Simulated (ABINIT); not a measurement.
# W (Im-3m) in ABINIT: further runs

One crystal, W, is run at these levels: SOGGA, r2SCAN, BP86+D3, PBE, RPBE; tasks: equation of state, band structure.

Program: ABINIT 10.8.3 (patched build). These are calculated values, not measurements. Logs are shortened: lines on timing, memory, paths and dates and some standing lists are left out, and cuts for length are marked. The log counts tension as positive stress, the text compression.

### Step 1. The structure

It takes space group Im-3m (No. 229, cubic). The conventional cell has a = 3.165 Å, b = 3.165 Å, c = 3.165 Å, α = 90.00°, β = 90.00°, γ = 90.00°. W (site symmetry m-3m) has 8 W at 2.74 Å as nearest neighbours.

### Step 2. Equation of state, SOGGA

The input, run.abi:

```
# Datasets: one volume each
ndtset 7
getwfk -1
scalecart1 3*0.9795861087
scalecart2 3*0.9864848297
scalecart3 3*0.9932883884
scalecart4 3*1.0000000000
scalecart5 3*1.0066227096
scalecart6 3*1.0131594038
scalecart7 3*1.0196128224

# Pseudopotentials
pp_dirpath "./"
pseudos "W.GGA_PBE-JTH.xml"

# Structure
acell 3*1.0 Angstrom
rprim
    -1.5823450000     1.5823450000     1.5823450000
     1.5823450000    -1.5823450000     1.5823450000
     1.5823450000     1.5823450000    -1.5823450000
ntypat 1
znucl 74
natom 1
typat 1
xred
     0.0000000000     0.0000000000     0.0000000000

# Plane-wave basis
ecut 435.382180 eV
pawecutdg 32.0

# k points
kptopt 1
ngkpt 12 12 12
nshiftk 1
shiftk 0.0 0.0 0.0

# Exchange and correlation
ixc -150130

# Bands and occupations
nband 11
occopt 3
tsmear 0.05 eV

# SCF cycle
nstep 100
tolvrs 1.0e-9

# Output
iomode 3
prtwf 1
prtden 0
prteig 0
prtebands 0
enunit 1
```

Potentials or basis: JTH PAW PBE v2.0.

Started as:

```sh
> abinit run.abi > log 2>&1
```

run.abo:

```text
.Version 10.8.3 of ABINIT
 DATASET    1 : space group Im -3 m (#229); Bravais cI (body-center cubic)
================================================================================
 Values of the parameters that define the memory need for DATASET  1.
     intxc =       0    ionmov =       0      iscf =      17    lmnmax =      18
     lnmax =       6     mgfft =      20  mpssoang =       3    mqgrid =    3001
     natom =       1  nloc_mem =       2    nspden =       1   nspinor =       1
    nsppol =       1      nsym =      48    n1xccc =       1    ntypat =       1
    occopt =       3   xclevel =       2
       mpw =         321          nfft =        8000          nkpt =          72
 PAW method is used; the additional fine FFT grid is defined by:
   mgfftf=        27    nfftf =     19683
================================================================================
================================================================================
[... 71 lines left out ...]
 DATASET    7 : space group Im -3 m (#229); Bravais cI (body-center cubic)
================================================================================
 Values of the parameters that define the memory need for DATASET  7.
     intxc =       0    ionmov =       0      iscf =      17    lmnmax =      18
     lnmax =       6     mgfft =      20  mpssoang =       3    mqgrid =    3001
     natom =       1  nloc_mem =       2    nspden =       1   nspinor =       1
    nsppol =       1      nsym =      48    n1xccc =       1    ntypat =       1
    occopt =       3   xclevel =       2
       mpw =         364          nfft =        8000          nkpt =          72
 PAW method is used; the additional fine FFT grid is defined by:
   mgfftf=        30    nfftf =     27000
================================================================================
================================================================================

--------------------------------------------------------------------------------
------------- Echo of variables that govern the present computation ------------
--------------------------------------------------------------------------------
 -outvars: echo values of preprocessed input variables --------
            acell      1.8897261259E+00  1.8897261259E+00  1.8897261259E+00 Bohr
              amu      1.83850000E+02
             ecut      1.60000000E+01 Hartree
           enunit           1
           getwfk          -1
                       outvar_i_n : Printing only first  50 k-points.
              ixc     -150130
           jdtset        1    2    3    4    5    6    7
                       outvar_i_n : Printing only first  50 k-points.
         kptrlatt       12    0    0      0   12    0      0    0   12
          kptrlen1     6.08813870E+01
          kptrlen2     6.13101432E+01
          kptrlen3     6.17329852E+01
          kptrlen4     6.21501126E+01
          kptrlen5     6.25617147E+01
          kptrlen6     6.29679710E+01
          kptrlen7     6.33690517E+01
            natom           1
            nband          11
           ndtset           7
            ngfft          20      20      20
          ngfftdg1         27      27      27
          ngfftdg2         27      27      27
          ngfftdg3         30      30      30
          ngfftdg4         30      30      30
          ngfftdg5         30      30      30
          ngfftdg6         30      30      30
          ngfftdg7         30      30      30
             nkpt          72
            nstep         100
             nsym          48
           ntypat           1
                       prtocc : prtvol=0, do not print more k-points.
           occopt           3
        pawecutdg      3.20000000E+01 Hartree
         pawxcdev           0
           prtden           0
        prtebands           0
           prteig           0
            rprim1    -1.5500431812E+00  1.5500431812E+00  1.5500431812E+00
                       1.5500431812E+00 -1.5500431812E+00  1.5500431812E+00
[... 40 lines left out ...]

-inwffil : will read wavefunctions from disk file runo_DS3_WFK.nc

================================================================================
[... 159 lines left out ...]
 getcut: wavevector=  0.0000  0.0000  0.0000  ngfft=  30  30  30
         ecut(hartree)=     32.000   => boxcut(ratio)=   2.25972

 getcut : COMMENT -
  Note that boxcut > 2.2 ; recall that boxcut=Gcut(box)/Gcut(sphere) = 2
  is sufficient for exact treatment of convolution.
  Such a large boxcut is a waste : you could raise ecut
  e.g. ecut=   40.850509 Hartrees makes boxcut=2

--------------------------------------------------------------------------------

-inwffil : will read wavefunctions from disk file runo_DS4_WFK.nc

================================================================================
[... 159 lines left out ...]
 getcut: wavevector=  0.0000  0.0000  0.0000  ngfft=  30  30  30
         ecut(hartree)=     32.000   => boxcut(ratio)=   2.24514

 getcut : COMMENT -
  Note that boxcut > 2.2 ; recall that boxcut=Gcut(box)/Gcut(sphere) = 2
  is sufficient for exact treatment of convolution.
  Such a large boxcut is a waste : you could raise ecut
  e.g. ecut=   40.325091 Hartrees makes boxcut=2

--------------------------------------------------------------------------------

-inwffil : will read wavefunctions from disk file runo_DS5_WFK.nc

================================================================================
[... 159 lines left out ...]
 getcut: wavevector=  0.0000  0.0000  0.0000  ngfft=  30  30  30
         ecut(hartree)=     32.000   => boxcut(ratio)=   2.23093

 getcut : COMMENT -
  Note that boxcut > 2.2 ; recall that boxcut=Gcut(box)/Gcut(sphere) = 2
  is sufficient for exact treatment of convolution.
  Such a large boxcut is a waste : you could raise ecut
  e.g. ecut=   39.816249 Hartrees makes boxcut=2

--------------------------------------------------------------------------------

-inwffil : will read wavefunctions from disk file runo_DS6_WFK.nc

================================================================================
[... 127 lines left out ...]
-Cartesian components of stress tensor (GPa)         [Pressure= -2.1055E+01 GPa]
- sigma(1 1)=  2.10550398E+01  sigma(3 2)=  0.00000000E+00
- sigma(2 2)=  2.10550398E+01  sigma(3 1)=  0.00000000E+00
- sigma(3 3)=  2.10550398E+01  sigma(2 1)=  0.00000000E+00

== END DATASET(S) ==============================================================
================================================================================

 -outvars: echo values of variables after computation  --------
            acell      1.8897261259E+00  1.8897261259E+00  1.8897261259E+00 Bohr
           etotal1    -6.9034175241E+01
           etotal2    -6.9035180640E+01
           etotal3    -6.9035637215E+01
           etotal4    -6.9035590951E+01
           etotal5    -6.9035094317E+01
           etotal6    -6.9034179162E+01
           etotal7    -6.9032891626E+01
            fcart1    -0.0000000000E+00 -0.0000000000E+00 -0.0000000000E+00
            fcart2    -0.0000000000E+00 -0.0000000000E+00 -0.0000000000E+00
            fcart3    -0.0000000000E+00 -0.0000000000E+00 -0.0000000000E+00
            fcart4    -0.0000000000E+00 -0.0000000000E+00 -0.0000000000E+00
            fcart5    -0.0000000000E+00 -0.0000000000E+00 -0.0000000000E+00
            fcart6    -0.0000000000E+00 -0.0000000000E+00 -0.0000000000E+00
            fcart7    -0.0000000000E+00 -0.0000000000E+00 -0.0000000000E+00
            rprim1    -1.5500431812E+00  1.5500431812E+00  1.5500431812E+00
                       1.5500431812E+00 -1.5500431812E+00  1.5500431812E+00
                       1.5500431812E+00  1.5500431812E+00 -1.5500431812E+00
[... 17 lines left out ...]
                       1.6133792515E+00  1.6133792515E+00 -1.6133792515E+00
           strten1    -5.6829936244E-04 -5.6829936244E-04 -5.6829936244E-04
                       0.0000000000E+00  0.0000000000E+00  0.0000000000E+00
           strten2    -3.0039584250E-04 -3.0039584250E-04 -3.0039584250E-04
                       0.0000000000E+00  0.0000000000E+00  0.0000000000E+00
           strten3    -5.6773637288E-05 -5.6773637288E-05 -5.6773637288E-05
                       0.0000000000E+00  0.0000000000E+00  0.0000000000E+00
           strten4     1.6567100176E-04  1.6567100176E-04  1.6567100176E-04
                       0.0000000000E+00  0.0000000000E+00  0.0000000000E+00
           strten5     3.6748849485E-04  3.6748849485E-04  3.6748849485E-04
                       0.0000000000E+00  0.0000000000E+00  0.0000000000E+00
           strten6     5.5058412885E-04  5.5058412885E-04  5.5058412885E-04
                       0.0000000000E+00  0.0000000000E+00  0.0000000000E+00
           strten7     7.1564625786E-04  7.1564625786E-04  7.1564625786E-04
                       0.0000000000E+00  0.0000000000E+00  0.0000000000E+00
 Calculation completed.
```

It took 53 s on 1 thread of Intel Xeon Platinum 8488C (Sapphire Rapids), shared host; peak memory 0.13 GiB.

What came out:

```
Equilibrium volume                      : 15.66 Å³/atom
Bulk modulus                            : 327 GPa
Pressure derivative of the bulk modulus : 3.7
```

Energy against volume, from the lowest point:
| volume (Å³/atom) | energy (meV/atom) |
| --- | --- |
| 14.897 | 39.78 |
| 15.214 | 12.42 |
| 15.531 | 0.00 |
| 15.848 | 1.26 |
| 16.165 | 14.77 |
| 16.482 | 39.68 |
| 16.798 | 74.71 |

Caveat: pressures at fixed basis lie under the slope of the energies; the PAW data sets were made with another functional, which shifts forces and pressure a little. Spin-orbit coupling is left out, which matters for the levels of W.

### Step 3. Band structure, r2SCAN

The input, run.abi:

```
# Datasets: ground state, then fixed potential
ndtset 2

# Pseudopotentials
pp_dirpath "./"
pseudos "W.GGA_PBE-JTH.xml"

# Structure
acell 2.7407019351 2.7407019351 2.7407019351 Angstrom
rprim
    -0.5773502692     0.5773502692     0.5773502692
     0.5773502692    -0.5773502692     0.5773502692
     0.5773502692     0.5773502692    -0.5773502692
ntypat 1
znucl 74
natom 1
typat 1
xred
     0.0000000000     0.0000000000     0.0000000000

# Plane-wave basis
ecut 19.0
pawecutdg 38.0

# Exchange and correlation
ixc -497498
usekden 1
pawxcdev 0

# Bands and occupations
occopt 3
tsmear 0.00183747

# SCF cycle
nstep 100

# Output
iomode 3
prtwf 0
prteig 0
prtebands 0
enunit 1
prtden1 1
prtkden1 1

# Dataset 1
kptopt1 1
ngkpt1 12 12 12
nshiftk1 1
shiftk1 0.0 0.0 0.0
nband1 11
tolvrs1 1.0e-7

# Dataset 2: bands along G-H-N-G-P-H
iscf2 -2
getden2 1
getkden2 1
nband2 17
nbdbuf2 4
tolwfr2 1.0e-11
kptopt2 -5
ndivsm2 5
prteig2 1
kptbounds2
     0.0000000000     0.0000000000     0.0000000000
     0.5000000000    -0.5000000000     0.5000000000
     0.0000000000     0.0000000000     0.5000000000
     0.0000000000     0.0000000000     0.0000000000
     0.2500000000     0.2500000000     0.2500000000
     0.5000000000    -0.5000000000     0.5000000000
```

Potentials or basis: JTH PAW PBE v2.0.

Started as:

```sh
> abinit run.abi > log 2>&1
```

It took 52 s on 1 thread of Intel Xeon Platinum 8488C (Sapphire Rapids), shared host; peak memory 0.11 GiB.

The run converged. Its results:

```yaml
Free_energy: -713.7898 eV
Pressure: 2.6 GPa
Band_gap_on_the_k_mesh: none (metal or under the smearing width)
Valence_electrons_inside_the_program's_atomic_spheres: W 11.74 (radii [1.2763] Å)
```

Levels at the corners of the path, in eV from the Fermi level:
| point | band 5 | band 6 | band 7 | band 8 | band 9 | band 10 |
| --- | --- | --- | --- | --- | --- | --- |
| Γ | -9.98 | -1.16 | -1.16 | -1.16 | 2.68 | 2.68 |
| H | -5.88 | -5.88 | 5.44 | 5.44 | 5.44 | 8.73 |
| N | -6.42 | -3.62 | 0.69 | 2.52 | 3.56 | 6.45 |
| Γ | -9.98 | -1.16 | -1.16 | -1.16 | 2.68 | 2.68 |
| P | -3.04 | -3.04 | -3.04 | 3.74 | 3.74 | 7.37 |
| H | -5.88 | -5.88 | 5.44 | 5.44 | 5.44 | 8.73 |

Caveat: totals of a meta-GGA on PAW files have another zero than those of a GGA; the PAW data sets were made with another functional, which shifts forces and pressure a little; spin-orbit coupling is left out, which moves the levels of the heavy elements.

### Step 4. Equation of state, BP86+D3

The input, run.abi:

```
# Datasets: one volume each
ndtset 7
getwfk -1
scalecart1 3*0.9795861087
scalecart2 3*0.9864848297
scalecart3 3*0.9932883884
scalecart4 3*1.0000000000
scalecart5 3*1.0066227096
scalecart6 3*1.0131594038
scalecart7 3*1.0196128224

# Pseudopotentials
pp_dirpath "./"
pseudos "W.GGA_PBE-JTH.xml"

# Structure
acell 5.1791760466 5.1791760466 5.1791760466
rprim
    -0.5773502692     0.5773502692     0.5773502692
     0.5773502692    -0.5773502692     0.5773502692
     0.5773502692     0.5773502692    -0.5773502692
ntypat 1
znucl 74
natom 1
typat 1
xred
     0.0000000000     0.0000000000     0.0000000000

# Plane-wave basis
ecut 16.0
pawecutdg 32.0

# k points
kptopt 1
ngkpt 12 12 12
nshiftk 1
shiftk 0.0 0.0 0.0

# Exchange and correlation
ixc -106132
vdw_xc 6

# Bands and occupations
nband 11
occopt 3
tsmear 0.05 eV

# SCF cycle
nstep 100
tolvrs 1.0e-9

# Output
iomode 3
prtwf 1
prtden 0
prteig 0
prtebands 0
enunit 2
```

Started as:

```sh
> abinit run.abi > log 2>&1
```

Run time: 42 s. Hardware: 1 thread of Intel Xeon Platinum 8488C (Sapphire Rapids), shared host; peak memory 0.12 GiB.

The run converged. Its results:

| Item | Value |
| --- | --- |
| Equilibrium volume | 15.39 Å³/atom |
| Bulk modulus | 339 GPa |
| Pressure derivative of the bulk modulus | 3.8 |

Energy against volume, from the lowest point:
| volume (Å³/atom) | energy (meV/atom) |
| --- | --- |
| 14.897 | 16.44 |
| 15.214 | 0.94 |
| 15.531 | 0.00 |
| 15.848 | 12.34 |
| 16.165 | 36.58 |
| 16.482 | 71.75 |
| 16.798 | 116.72 |

Caveat: pressures at fixed basis lie under the slope of the energies; the PAW data sets were made with another functional, which shifts forces and pressure a little. The run has no spin-orbit coupling, so splittings on W are missing.

### Step 5. Band structure, PBE

The input, run.abi:

```
# Datasets: ground state, then fixed potential
ndtset 2

# Pseudopotentials
pp_dirpath "./"
pseudos "W.upf"

# Structure
acell 2.7407019351 2.7407019351 2.7407019351 Angstrom
rprim
    -0.5773502692     0.5773502692     0.5773502692
     0.5773502692    -0.5773502692     0.5773502692
     0.5773502692     0.5773502692    -0.5773502692
ntypat 1
znucl 74
natom 1
typat 1
xred
     0.0000000000     0.0000000000     0.0000000000

# Plane-wave basis
ecut 37.0

# Exchange and correlation
ixc 11

# Bands and occupations
occopt 3
tsmear 0.00183747

# SCF cycle
nstep 100

# Output
iomode 3
prtwf 0
prteig 0
prtebands 0
enunit 1
prtden1 1

# Dataset 1
kptopt1 1
ngkpt1 12 12 12
nshiftk1 1
shiftk1 0.0 0.0 0.0
nband1 11
tolvrs1 1.0e-10

# Dataset 2: bands along G-H-N-G-P-H
iscf2 -2
getden2 1
nband2 17
nbdbuf2 4
tolwfr2 1.0e-11
kptopt2 -5
ndivsm2 5
prteig2 1
prtvol2 -3
kptbounds2
     0.0000000000     0.0000000000     0.0000000000
     0.5000000000    -0.5000000000     0.5000000000
     0.0000000000     0.0000000000     0.5000000000
     0.0000000000     0.0000000000     0.0000000000
     0.2500000000     0.2500000000     0.2500000000
     0.5000000000    -0.5000000000     0.5000000000
```

Potentials or basis: PseudoDojo NC SR PBE v0.4.1 standard.

Started as:

```sh
> abinit run.abi > log 2>&1
```

It took 22 s on 1 thread of Intel Xeon Platinum 8488C (Sapphire Rapids), shared host; peak memory 0.11 GiB.

Results (log left out):

- Free energy: -2064.0630 eV
- Pressure: 5.9 GPa
- Band gap on the k mesh: none (metal or under the smearing width)
- Valence electrons inside the program's atomic spheres: W 10.15 (radii [1.0584] Å)

Levels at the corners of the path, in eV from the Fermi level:
| point | band 4 | band 5 | band 6 | band 7 | band 8 | band 9 | band 10 | band 11 |
| --- | --- | --- | --- | --- | --- | --- | --- | --- |
| Γ | -37.67 | -9.55 | -1.15 | -1.15 | -1.15 | 2.34 | 2.34 | 14.59 |
| H | -38.57 | -5.75 | -5.75 | 5.25 | 5.25 | 5.25 | 8.32 | 8.32 |
| N | -37.67 | -6.19 | -3.48 | 0.77 | 2.24 | 3.22 | 6.24 | 11.16 |
| Γ | -37.67 | -9.55 | -1.15 | -1.15 | -1.15 | 2.34 | 2.34 | 14.59 |
| P | -38.32 | -2.88 | -2.88 | -2.88 | 3.39 | 3.39 | 6.70 | 12.32 |
| H | -38.57 | -5.75 | -5.75 | 5.25 | 5.25 | 5.25 | 8.32 | 8.32 |

Caveat: spin-orbit coupling is left out, which moves the levels of the heavy elements.

### Step 6. Equation of state, RPBE

The input, run.abi:

```
ndtset 7
getwfk -1
scalecart1 3*0.9795861087
scalecart2 3*0.9864848297
scalecart3 3*0.9932883884
scalecart4 3*1.0000000000
scalecart5 3*1.0066227096
scalecart6 3*1.0131594038
scalecart7 3*1.0196128224

pp_dirpath "./"
pseudos "W.GGA_PBE-JTH.xml"

acell 3*1.0
rprim
    -2.9901986847     2.9901986847     2.9901986847
     2.9901986847    -2.9901986847     2.9901986847
     2.9901986847     2.9901986847    -2.9901986847
ntypat 1
znucl 74
natom 1
typat 1
xred
     0.0000000000     0.0000000000     0.0000000000

ecut 16.0
pawecutdg 32.0

kptopt 1
ngkpt 12 12 12
nshiftk 1
shiftk 0.0 0.0 0.0

ixc 15

nband 11
occopt 3
tsmear 0.05 eV

nstep 100
tolvrs 1.0e-9

iomode 3
prtwf 1
prtden 0
prteig 0
prtebands 0
```

Potentials or basis: JTH PAW PBE v2.0.

Started as:

```sh
> abinit run.abi > log 2>&1
```

It took 35 s on 1 thread of Intel Xeon Platinum 8488C (Sapphire Rapids), shared host; peak memory 0.13 GiB.

The run converged. Its results:

```
Equilibrium volume                      : 16.37 Å³/atom
Bulk modulus                            : 298 GPa
Pressure derivative of the bulk modulus : 3.6
```

Energy against volume, from the lowest point:
```
volume (Å³/atom)  energy (meV/atom)
          14.897             141.27
          15.214              83.96
          15.531              42.48
          15.848              15.52
          16.165               1.65
          16.482               0.00
          16.798               9.33
```

Caveat: pressures at fixed basis lie under the slope of the energies; the PAW data sets were made with another functional, which shifts forces and pressure a little.

### Step 7. The runs side by side

| task | level | potentials or basis | cutoff (eV) | fine-grid cutoff | gap on the mesh (eV) | pressure (GPa) | V0 of scaled cells (Å³/atom) | B0 (GPa) |
| --- | --- | --- | --- | --- | --- | --- | --- | --- |
| equation of state | SOGGA | JTH PAW PBE v2.0 | 435 | 870.764 eV | - | - | 15.66 | 327 |
| band structure | r2SCAN | JTH PAW PBE v2.0 | 517 | 1034.03 eV | none | 2.6 | - | - |
| equation of state | BP86+D3 | JTH PAW PBE v2.0 | 435 | 870.764 eV | - | - | 15.39 | 339 |
| band structure | PBE | PseudoDojo NC SR PBE v0.4.1 standard | 1007 | - | none | 5.9 | - | - |
| equation of state | RPBE | JTH PAW PBE v2.0 | 435 | 870.764 eV | - | - | 16.37 | 298 |

Alike in all rows: no spin polarisation; cell as given; k mesh 12 × 12 × 12; smearing fermi-dirac 0.05 eV.

Caveats: the PAW data sets were made with another functional, which shifts forces and pressure a little (some runs); pressures at fixed basis lie under the slope of the energies (some runs); spin-orbit coupling is left out, which moves the levels of the heavy elements (some runs); totals of a meta-GGA on PAW files have another zero than those of a GGA (some runs).

Total energies depend on the potentials used, so only differences within one code and one set of settings carry meaning.
